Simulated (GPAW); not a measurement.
## Equation of state of SrVO3 under PBE+D4

```yaml
crystal:
  lattice:
    - [3.84090, 0.00000, 0.00000]
    - [0.00000, 3.84090, 0.00000]
    - [0.00000, 0.00000, 3.84090]
  atoms:
    - { symbol: Sr, position: [0.50000, 0.50000, 0.50000] }
    - { symbol: V, position: [0.00000, 0.00000, 0.00000] }
    - { symbol: O, position: [0.00000, 0.00000, 0.50000] }
    - { symbol: O, position: [0.00000, 0.50000, 0.00000] }
    - { symbol: O, position: [0.50000, 0.00000, 0.00000] }
```

The cell was scaled at fixed shape and fractions and run with GPAW, GPAW PAW data sets (gpaw-data 1.2.1), cutoff 800 eV; PBE+D4, k mesh 5 × 5 × 5 on the cell of 5 atoms, fermi-dirac occupations of 0.05 eV, collinear spin, ferromagnetic start, no spin-orbit coupling. Energies are those that the program minimises, any entropy of the smearing included. For a metal such a mesh isn't converged to the digits shown. The magnetic state is the one that the start led to, which needn't be the lowest.

```tsv
V (Å³/atom)	energy over the lowest row (meV/atom)
10.6526	37.25
10.8793	18.51
11.1059	?
11.3326	0.56
11.5592	0.00
11.7859	4.33
12.0125	13.07
```

Problem. Fit the third-order Birch-Murnaghan form, give V0, B0 and B′, and predict the energy left open.

Solution. With y = (V0/V)^(2/3), E = E0 + (9 V0 B0/16) [(y - 1)³ B′ + (y - 1)² (6 - 4y)]. Least squares through the rows shown give V0 = 11.4690 Å³/atom, E0 = -0.39 meV, B0 = 181.9 GPa (1 eV/Å³ = 160.218 GPa) and B′ = 4.36, with a largest miss of 0.01 meV. At V = 11.1059 the form with these constants gives 6.52 meV; the run gave 6.46 meV an atom.
